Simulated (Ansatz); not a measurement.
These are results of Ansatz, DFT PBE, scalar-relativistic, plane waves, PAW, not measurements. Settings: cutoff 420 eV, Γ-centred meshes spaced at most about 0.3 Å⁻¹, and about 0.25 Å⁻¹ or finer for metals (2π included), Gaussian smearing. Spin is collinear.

All energies are static (0 K, no zero-point motion).

Two forms of MgZnO4 were relaxed alike.

A. (parallel moments up to 0.9 μB)

```xyz
6
Lattice="3.5408 0.0000 0.0000 0.0000 3.5408 0.0000 0.0000 0.0000 4.9891" Properties=species:S:1:pos:R:3 pbc="T T T"
Mg    0.0000    0.0000    0.0000
Zn    1.7704    1.7704    2.4946
O     1.7704    0.0000    3.7448
O     0.0000    1.7704    1.2443
O     1.7704    0.0000    1.2443
O     0.0000    1.7704    3.7448
```

B. (parallel moments up to 0.9 μB)

```xyz
6
Lattice="3.2414 -3.4228 0.0000 3.2414 3.4228 0.0000 0.0000 0.0000 3.1703" Properties=species:S:1:pos:R:3 pbc="T T T"
Mg    3.2414    0.0000    1.5852
Zn    0.0000    0.0000    0.0000
O     1.9241    0.0000    0.0000
O     4.5587    0.0000    0.0000
O     3.2414   -2.0650    1.5852
O     3.2414    2.0650    1.5852
```

Question: Which form is favoured at zero pressure, and by what margin per atom?

Answer: A is lower, by 10 meV/atom. A has Mg and Zn ordered on fluorite sites, space group P4/mmm (No. 123), 10.4 Å³/atom and no gap on its mesh; B has Mg and Zn ordered on rutile sites, space group Cmmm (No. 65), 11.7 Å³/atom and no gap. Counting O atoms around Mg and Zn (those within 1.25 times the shortest such distance or 1.15 times the sum of covalent radii, 1.27 where that leaves under three), A has Mg 8, Zn 8 and B has Mg 6, Zn 6. The denser one is the lower, and pressure would at first widen the difference. Both come from invented guesses. The lowest form computed isn't among them: it has space group P4/mmm (No. 123), 12.7 Å³/atom and lies 121 meV/atom below the best shown.

The k mesh leaves some 4 meV/atom of noise in the energy of each metallic cell. The magnetic state reached may not be the lowest. Cells relaxed within their symmetry can be saddle points. Some types were kept out of the candidates beforehand, so the set may lack a known form.
